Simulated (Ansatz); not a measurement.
Take GeO₂ in the rutile structure (space group P4_2/mnm, No. 136) as the base.

```xyz
6
Lattice="4.4875 0.0000 0.0000 0.0000 4.4875 0.0000 0.0000 0.0000 2.9050" Properties=species:S:1:pos:R:3 pbc="T T T"
Ge     0.0000     0.0000     0.0000
Ge     2.2438     2.2438     1.4525
O      1.3783     1.3783     0.0000
O      3.6221     0.8654     1.4525
O      0.8654     3.6221     1.4525
O      3.1092     3.1092     0.0000
```

Cartesian axes are those of the cell as printed.

Level of theory: PBE (Ansatz, a program for electronic structure, PAW, no spin-orbit coupling).

It is then changed as follows: the symmetric strain tensor [-0.0233 0.0123 0.0214; 0.0123 0.0144 -0.0053; 0.0214 -0.0053 0.0095]; the atoms relax in the strained cell.

### Question
Predict the new stress and largest internal atomic displacement.

### Answer
The stress (xx, yy, zz, yz, xz, xy; compression positive) is (3.21, -1.42, -3.09, 1.50, -5.59, -5.62) GPa; the largest internal atomic displacement amounts to 0.056 Å.

Stability against distortions was not tested.
